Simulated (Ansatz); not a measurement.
Crystal: Si.

```
Si
1.0
     3.83132    0.00000    0.00000
    -1.91566    3.31802    0.00000
     0.00000    0.00000    6.33262
Si
4
Direct
  0.66667 0.33333 0.93699
  0.33333 0.66667 0.43699
  0.66667 0.33333 0.56301
  0.33333 0.66667 0.06301
```

This isn't the form of Si at room conditions, which is diamond.

Base run:

```yaml
Program: Ansatz 0.2.0
Functional: PBEsol
Potentials_or_basis: all-electron LAPW, scalar-relativistic
Cutoff: 197 eV
Density_cutoff: 787 eV
Basis_error_allowed: 0.002 eV/atom
k_mesh: 8 × 8 × 4
Occupations: fermi-dirac, width 0.05 eV
Spin: no spin polarisation
```

Its results: band gap on the k mesh 0.31 eV, indirect (least direct gap 0.95 eV); pressure -0.5 GPa; largest force 0.010 eV/Å.

After a change of settings the same cell gave: band gap on the k mesh 0.32 eV, indirect (least direct gap 0.92 eV); pressure -2.1 GPa; largest force 0.015 eV/Å. Which change was it?
A. basis error allowed from 0.002 eV/atom to 0.001 eV/atom
B. potentials or basis from all-electron LAPW, scalar-relativistic to all-electron PAW datasets made for the crystal
C. functional from PBEsol to LDA
D. potentials or basis from all-electron LAPW, scalar-relativistic to all-electron LAPW, non-relativistic

C.

LDA binds more tightly than PBEsol, so the same cell stands under less pressure.

Not every run made on this cell is shown here.
